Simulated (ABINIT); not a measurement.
# Sn (Fd-3m) in ABINIT: a series of runs, part 2 of 2

ABINIT 10.8.3 (patched build). The steps go on from the part before.

## 5. Band structure, BLYP

Contents of run.abi:

```
# Datasets: ground state, then fixed potential
ndtset 2

# Pseudopotentials
pp_dirpath "./"
pseudos "Sn.GGA_PBE-JTH_sp.xml"

# Structure
acell 4.5726372396 4.5726372396 4.5726372396 Angstrom
rprim
     0.0000000000     0.7071067812     0.7071067812
     0.7071067812     0.0000000000     0.7071067812
     0.7071067812     0.7071067812     0.0000000000
ntypat 1
znucl 50
natom 2
typat 1 1
xred
     0.7500000000     0.7500000000     0.7500000000
     0.5000000000     0.5000000000     0.5000000000

# Plane-wave basis
ecut 15.0
pawecutdg 30.0

# Exchange and correlation
ixc -106131

# Bands and occupations
occopt 3
tsmear 0.05 eV

# SCF cycle
nstep 100

# Output
iomode 3
prtwf 0
prteig 0
prtebands 0
enunit 2
prtden1 1

# Dataset 1
kptopt1 1
ngkpt1 7 7 7
nshiftk1 1
shiftk1 0.0 0.0 0.0
nband1 8
tolvrs1 1.0e-9

# Dataset 2: bands along G-X-W-K-G-L-U-W-L-K
iscf2 -2
getden2 1
nband2 12
nbdbuf2 2
tolwfr2 1.0e-12
kptopt2 -9
ndivsm2 8
prteig2 1
prtvol2 -3
kptbounds2
     0.0000000000     0.0000000000     0.0000000000
     0.5000000000     0.0000000000     0.5000000000
     0.5000000000     0.2500000000     0.7500000000
     0.3750000000     0.3750000000     0.7500000000
     0.0000000000     0.0000000000     0.0000000000
     0.5000000000     0.5000000000     0.5000000000
     0.6250000000     0.2500000000     0.6250000000
     0.5000000000     0.2500000000     0.7500000000
     0.5000000000     0.5000000000     0.5000000000
     0.3750000000     0.3750000000     0.7500000000
```

Potentials or basis: JTH PAW PBE v2.0 sp.

Run with:

```
$ abinit run.abi > log 2>&1
```

Wall time 37 s (1 thread of Arm Neoverse V1, shared host); peak memory 0.14 GiB.

It converged, with:

```
Free energy            : -194.6765 eV
Band gap on the k mesh : none (metal or under the smearing width)
```

Levels at the corners of the path, in eV from the Fermi level:
| point | band 1 | band 2 | band 3 | band 4 | band 5 | band 6 | band 7 | band 8 |
| --- | --- | --- | --- | --- | --- | --- | --- | --- |
| Γ | -10.68 | -0.68 | 0.11 | 0.11 | 0.11 | 2.21 | 2.21 | 2.21 |
| X | -7.60 | -7.60 | -2.45 | -2.45 | 0.93 | 0.93 | 7.80 | 7.80 |
| W | -7.54 | -7.54 | -3.02 | -3.02 | 3.50 | 3.50 | 4.22 | 4.22 |
| K | -8.01 | -7.11 | -3.35 | -2.09 | 1.20 | 3.49 | 5.89 | 6.11 |
| Γ | -10.68 | -0.68 | 0.11 | 0.11 | 0.11 | 2.21 | 2.21 | 2.21 |
| L | -9.08 | -6.33 | -1.10 | -1.10 | 0.03 | 3.32 | 3.32 | 5.99 |
| U | -8.01 | -7.11 | -3.35 | -2.09 | 1.20 | 3.49 | 5.89 | 6.11 |
| W | -7.54 | -7.54 | -3.02 | -3.02 | 3.50 | 3.50 | 4.22 | 4.22 |
| L | -9.08 | -6.33 | -1.10 | -1.10 | 0.03 | 3.32 | 3.32 | 5.99 |
| K | -8.01 | -7.11 | -3.35 | -2.09 | 1.20 | 3.49 | 5.89 | 6.11 |

Caveat: the cutoff is too short for stress, so the log's stress isn't used; the PAW data sets were made with another functional, which shifts forces and pressure a little; spin-orbit coupling is left out, which moves the levels of the heavy elements; this set keeps more shells in the core, which shifts pressures and gaps; the atomic spheres overlap.

## 6. Band structure, LDA, spin-orbit coupling, no magnetisation

Changes to run.abi since step 5:

```diff
@@ -5,10 +5,10 @@
 pp_dirpath "./"
-pseudos "Sn.GGA_PBE-JTH_sp.xml"
+pseudos "Sn.LDA_PW-JTH_sp.xml"
 
 # Structure
-acell 4.5726372396 4.5726372396 4.5726372396 Angstrom
+acell 3*1.0
 rprim
-     0.0000000000     0.7071067812     0.7071067812
-     0.7071067812     0.0000000000     0.7071067812
-     0.7071067812     0.7071067812     0.0000000000
+     0.0000000000     6.1101323590     6.1101323590
+     6.1101323590     0.0000000000     6.1101323590
+     6.1101323590     6.1101323590     0.0000000000
 ntypat 1
@@ -26,3 +26,3 @@
 # Exchange and correlation
-ixc -106131
+ixc 7
 
@@ -31,2 +31,7 @@
 tsmear 0.05 eV
+
+# Spin
+nspinor 2
+nspden 1
+pawspnorb 1
 
@@ -42,5 +47,8 @@
 prtden1 1
+prtvha1 1
+prtvclmb1 1
+prtpot1 1
 
 # Dataset 1
-kptopt1 1
+kptopt1 4
 ngkpt1 7 7 7
@@ -48,3 +56,3 @@
 shiftk1 0.0 0.0 0.0
-nband1 8
+nband1 16
 tolvrs1 1.0e-9
@@ -54,3 +62,3 @@
 getden2 1
-nband2 12
+nband2 24
 nbdbuf2 2
```

Potentials or basis: JTH PAW LDA v2.0 sp.

Run with:

```
$ abinit run.abi > log 2>&1
```

Run time: 2.6 min. Hardware: 1 thread of Arm Neoverse V1, shared host; peak memory 0.22 GiB.

The run converged. Its results:

```yaml
Free_energy: -200.1878 eV
Pressure: 0.4 GPa
Band_gap_on_the_k_mesh: none (metal or under the smearing width)
```

Levels at the corners of the path, in eV from the Fermi level:
```
point  band 4  band 5  band 6  band 7  band 8  band 9  band 10  band 11  band 12  band 13
    Γ   -0.66   -0.34   -0.34    0.36    0.36    0.36     0.36     1.88     1.88     2.37
    X   -7.58   -2.46   -2.46   -2.46   -2.46    0.78     0.78     0.78     0.78     7.78
    W   -7.49   -3.16   -3.16   -2.98   -2.98    3.29     3.29     3.62     3.62     4.06
    K   -7.09   -3.41   -3.41   -2.10   -2.10    1.07     1.07     3.39     3.39     5.80
    Γ   -0.66   -0.34   -0.34    0.36    0.36    0.36     0.36     1.88     1.88     2.37
    L   -6.35   -1.32   -1.32   -0.88   -0.88   -0.05    -0.05     3.16     3.16     3.38
    U   -7.09   -3.41   -3.41   -2.10   -2.10    1.07     1.07     3.39     3.39     5.80
    W   -7.49   -3.16   -3.16   -2.98   -2.98    3.29     3.29     3.62     3.62     4.06
    L   -6.35   -1.32   -1.32   -0.88   -0.88   -0.05    -0.05     3.16     3.16     3.38
    K   -7.09   -3.41   -3.41   -2.10   -2.10    1.07     1.07     3.39     3.39     5.80
```

Caveat: this set keeps more shells in the core, which shifts pressures and gaps; the atomic spheres overlap.

## 7. The runs side by side

| level | potentials or basis | spin | cutoff (eV) | fine-grid cutoff | gap on the mesh (eV) | pressure (GPa) |
| --- | --- | --- | --- | --- | --- | --- |
| AM05 | JTH PAW PBE v2.0 | off | 408 | 816.342 eV | none | - |
| PBEsol | JTH PAW PBE v2.0 sp | SOC, no magnetisation | 408 | 816.342 eV | none | - |
| PBE | PseudoDojo NC SR PBE v0.5 standard | off | 980 | - | none | 3.9 |
| BLYP | JTH PAW PBE v2.0 sp | off | 408 | 816.342 eV | none | - |
| LDA | JTH PAW LDA v2.0 sp | SOC, no magnetisation | 408 | 816.342 eV | none | 0.4 |

Alike in all rows: task band structure; cell as given; k mesh 7 × 7 × 7; smearing fermi-dirac 0.05 eV.

Caveats: the PAW data sets were made with another functional, which shifts forces and pressure a little (some runs); spin-orbit coupling is left out, which moves the levels of the heavy elements (some runs); this set keeps more shells in the core, which shifts pressures and gaps (some runs); the atomic spheres overlap (some runs).

Absolute energies hang on the potentials; compare differences alone.
